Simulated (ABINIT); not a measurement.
# BaO (Fm-3m): G0W0 in ABINIT against the exchange cutoff

How does the gap of BaO (Fm-3m) converge in the exchange cutoff?

Method: PBE and many-body steps on it, plane waves, in ABINIT 10.8.3.

Report form: the programs' logs are mostly left out.

The database entry behind the starting cell differs from later determinations by our own check (about 0.7 % short), so it need not match the best structure at ambient conditions.

### 1. Starting point

Symmetry: Fm-3m, No. 225, cubic system. Conventional cell: a = 5.500 Å, b = 5.500 Å, c = 5.500 Å, α = 90.00°, β = 90.00°, γ = 90.00°. Nearest to Ba lie 6 O at 2.75 Å. Nearest to O lie 6 Ba at 2.75 Å. Farther neighbours and most contacts between anions are not listed.

Coordinates:

```cif
data_structure
_symmetry_space_group_name_H-M 'P 1'
_symmetry_Int_Tables_number 1
_cell_length_a 3.8891
_cell_length_b 3.8891
_cell_length_c 3.8891
_cell_angle_alpha 60.000
_cell_angle_beta 60.000
_cell_angle_gamma 60.000
_cell_volume 41.59
loop_
_atom_site_label
_atom_site_type_symbol
_atom_site_fract_x
_atom_site_fract_y
_atom_site_fract_z
_atom_site_occupancy
Ba1 Ba 0.00000 0.00000 0.00000 1
O2 O 0.50000 0.50000 0.50000 1
```

The cell and positions come from the Crystallography Open Database and are kept as given unless a step says otherwise. Spin-orbit coupling is left out unless a step names it.

### 2. Screening, 6×6×6 mesh, 75 bands, screening to 163.3 eV

This step: ABINIT 10.8.3; RPA screening on PBE, plane waves, norm-conserving pseudopotentials.

The RPA dielectric matrix is built and inverted for each q.

Input file run.abi:

```
acell 3*1.0 Angstrom
rprim 
  -0.000000000000 2.750000000000 2.750000000000
  2.750000000000 -0.000000000000 2.750000000000
  2.750000000000 2.750000000000 -0.000000000000
ntypat 2
znucl 56 8
natom 2
typat 1 2
xred 
  0.000000000000 0.000000000000 0.000000000000
  0.500000000000 0.500000000000 0.500000000000
pp_dirpath "pseudos"
pseudos "Ba.upf, O.upf"
ecut 36
ngkpt 6 6 6
nshiftk 1
shiftk 0 0 0
kptopt 1
chksymbreak 0
istwfk *1
occopt 1
irdwfk 1
optdriver 3
nband 75
ecuteps 6
inclvkb 2
awtr 1
symchi 1
indata_prefix "in"
outdata_prefix "out"
tmpdata_prefix "tmp"
```

Command:

```console
$ OMP_NUM_THREADS=1 mpirun -n 8 abinit run.abi > log
```

Run time: 42 s. Hardware: 8 MPI ranks of Intel Xeon Platinum 8488C (Sapphire Rapids), shared host; peak memory 1.6 GiB; 5.6 min of CPU time.

This step gave:

```yaml
eps_infinity_with_local_fields_on_this_mesh_along_the_program_s_q_direction: 4.016
the_same_without_local_fields: 4.49
plasma_frequency: 23.03 eV
plane_waves_in_the_screening_matrix: 181
```

Local fields lower ε∞ by 11 %.

### 3. 3.6 Ha

This step: G0W0 on PBE, plane waves, norm-conserving pseudopotentials.

Changes to run.abi since step 2:

```diff
@@ -23,8 +23,17 @@
 irdwfk 1
-optdriver 3
+optdriver 4
 nband 75
+gwcalctyp 0
+ecutsigx 3.6
+symsigma 1
+nkptgw 2
+kptgw 
+  0.5000000000 0.5000000000 0.0000000000
+  0.0000000000 0.0000000000 0.0000000000
+bdgw 
+  6 10
+  6 12
 ecuteps 6
-inclvkb 2
-awtr 1
-symchi 1
+irdscr 1
+ppmodel 1
 indata_prefix "in"
```

Run time: 4.2 s. Hardware: 8 MPI ranks; peak memory 1.1 GiB.

This step gave:

| Item | Value |
| --- | --- |
| G0W0 gap on the points computed | 1.188 eV |
| starting gap on the mesh | 1.938 eV |
| k of the valence top | 0.5, 0.5, 0 |
| k of the conduction bottom | 0.5, 0.5, 0 |
| Z at the valence top | 0.779 |
| Z at the conduction bottom | 0.848 |
| least direct G0W0 gap on the computed points | 1.188 eV |

### 4. 7.2 Ha

Changes to run.abi since step 3:

```diff
@@ -26,3 +26,3 @@
 gwcalctyp 0
-ecutsigx 3.6
+ecutsigx 7.2
 symsigma 1
```

Run time: 7 s. Hardware: 8 MPI ranks; peak memory 1.6 GiB; 54 s of CPU time.

This step gave:

| Item | Value |
| --- | --- |
| G0W0 gap on the points computed | 2.282 eV |
| starting gap on the mesh | 1.938 eV |
| k of the valence top | 0.5, 0.5, 0 |
| k of the conduction bottom | 0.5, 0.5, 0 |
| Z at the valence top | 0.772 |
| Z at the conduction bottom | 0.847 |
| least direct G0W0 gap on the computed points | 2.282 eV |

### 5. 14.4 Ha

The self-energy is evaluated for the states that the input lists, and the levels follow from it, in one-shot runs by the linearised quasiparticle equation.

Changes to run.abi since step 4:

```diff
@@ -26,3 +26,3 @@
 gwcalctyp 0
-ecutsigx 7.2
+ecutsigx 14.4
 symsigma 1
```

The job ended after 9.1 s (8 MPI ranks; peak memory 1.5 GiB; 71 s of CPU time).

This step gave:

```yaml
g0w0_gap_on_the_points_computed: 2.721 eV
starting_gap_on_the_mesh: 1.938 eV
k_of_the_valence_top: 0.5, 0.5, 0
k_of_the_conduction_bottom: 0.5, 0.5, 0
least_direct_g0w0_gap_on_the_computed_points: 2.721 eV
```

The gap on the mesh goes from 1.94 eV to 2.72 eV, a correction of +0.78 eV.

### 6. 25.2 Ha

Changes to run.abi since step 5:

```diff
@@ -26,3 +26,3 @@
 gwcalctyp 0
-ecutsigx 14.4
+ecutsigx 25.2
 symsigma 1
```

Wall time 8.1 s (8 MPI ranks); peak memory 1.5 GiB.

Numbers from this step:

```yaml
g0w0_gap_on_the_points_computed: 2.822 eV
starting_gap_on_the_mesh: 1.938 eV
k_of_the_valence_top: 0.5, 0.5, 0
k_of_the_conduction_bottom: 0.5, 0.5, 0
least_direct_g0w0_gap_on_the_computed_points: 2.822 eV
```

Against the run before, the gap moves by +0.101 eV.

### 7. 36 Ha

Changes to run.abi since step 6:

```diff
@@ -26,3 +26,3 @@
 gwcalctyp 0
-ecutsigx 25.2
+ecutsigx 36
 symsigma 1
```

Run time: 9 s. Hardware: 8 MPI ranks; peak memory 1.5 GiB.

This step gave:

| Property | Result |
| --- | --- |
| G0W0 gap on the points computed | 2.836 eV |
| starting gap on the mesh | 1.938 eV |
| k of the valence top | 0.5, 0.5, 0 |
| k of the conduction bottom | 0.5, 0.5, 0 |
| least direct G0W0 gap on the computed points | 2.836 eV |

Against the run before, the gap moves by +0.014 eV.

### 8. The runs together

Times are wall times on 8 MPI ranks of Intel Xeon Platinum 8488C (Sapphire Rapids), shared host, good to a factor of about two. A run's time includes the screening step that it read.

```csv
run,mesh,bands,screening cutoff (eV),DFT gap (eV),gap on the mesh (eV),direct (eV),ε∞ used,time
3.6 Ha,6×6×6,75,163.3,1.938,1.188,1.188,4.02,46 s
7.2 Ha,6×6×6,75,163.3,1.938,2.282,2.282,4.02,49 s
14.4 Ha,6×6×6,75,163.3,1.938,2.721,2.721,4.02,51 s
25.2 Ha,6×6×6,75,163.3,1.938,2.822,2.822,4.02,50 s
36 Ha,6×6×6,75,163.3,1.938,2.836,2.836,4.02,51 s
```

### 9. Summary of results

```yaml
3p6_ha: 1.188 eV
7p2_ha: 2.282 eV
14p4_ha: 2.721 eV
25p2_ha: 2.822 eV
36_ha: 2.836 eV
known_limits: not at the basis limit; no spin-orbit coupling
```

What this shows: The setting moved: exchange cutoff. From 3.6 Ha to 36 Ha the gap moves by +1.65 eV. The last step still moves it by +0.014 eV. Bands and screening cutoff are coupled, so a series along one setting does not show full convergence. Below the screening cutoff the correlation part is cut too. Bands and cutoff are finite, so the gap is not at the basis limit. The miss can reach some tenths of an eV and take either sign; the mesh is an error of its own. In the G0W0 runs levels were corrected at 2 k points alone, so a gap called «on the mesh» is the least over those, and an edge elsewhere would be missed. The many-body steps are scalar-relativistic: spin-orbit coupling is not in them.

[Paths, hosts, dates, memory and timing lines, banners, echoed tables and standing remarks are left out of the program output.]

[Logs are printed without paths, hosts, clocks, repeated set-up lines and the standing remarks that a program may print on its own settings, such as how far it seeks lower states.]

[Runs of the session that timed out or met a known fault of the program may be left out.]

[Hosts, paths, dates, database ids (printed as entryN), source tags and the programs' standing remarks are cut or masked in the printed files.]

[G0W0 gaps are taken among the corrected bands and points alone; a level outside them can change the order at an edge.]

[Where Ansatz stands beside ABINIT at settings called matched, ABINIT's density can come from a denser mesh and the files from another edition; pairs whose starting gaps differed by over 0.03 eV were left out, so agreement reads better than it is.]
